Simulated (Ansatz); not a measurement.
# W at a changed volume: Field gradients at the nuclei

The cell is a structure deposited in the COD, relaxed with PBE at fixed cell and then changed (volume scaled by 1.04, ions relaxed).

Space group Pm-3n (No. 223); a = 5.1499 Å.

| site | Wyckoff | site symmetry | x | y | z |
| --- | --- | --- | --- | --- | --- |
| W1 | 2a | m-3. | 0.0000 | 0.0000 | 0.0000 |
| W3 | 6c | -4m.2 | 0.0000 | 0.5000 | 0.2500 |

One atom of each set is listed.

Method: Kohn–Sham DFT in Ansatz, PBE, plane waves and PAW, scalar-relativistic, 420 eV cutoff, Γ-centred 9×9×9 k-points, Fermi–Dirac smearing 0.05 eV.

Conventions: |V_zz| ≥ |V_yy| ≥ |V_xx|, η = (V_xx − V_yy)/V_zz, C_Q = eQV_zz/h.

| site | atoms | first shell | V_zz (10²¹ V/m²) | η | C_Q (MHz) |
| --- | --- | --- | --- | --- | --- |
| W1 | 2 | 12 W at 2.88 Å | 0.00 | – | – |
| W3 | 6 | 14 W at 2.57–3.15 Å | -8.89 | 0.00 | – |

An axis of threefold or higher order runs through W3, so V_zz lies along it and η is zero. W1 sits on a cubic site, where every gradient vanishes.

W has no stable isotope with a ground-state quadrupole moment in the table, so no C_Q is given.

With no gap above 0.1 eV, as in a metal, the gradients converge slowly in k; expect changes of a tenth or more on a denser mesh. Without spin–orbit coupling the gradients at and beside W can be off by some per cent, at some sites by more. At this changed cell the PBE pressure is -11 GPa.
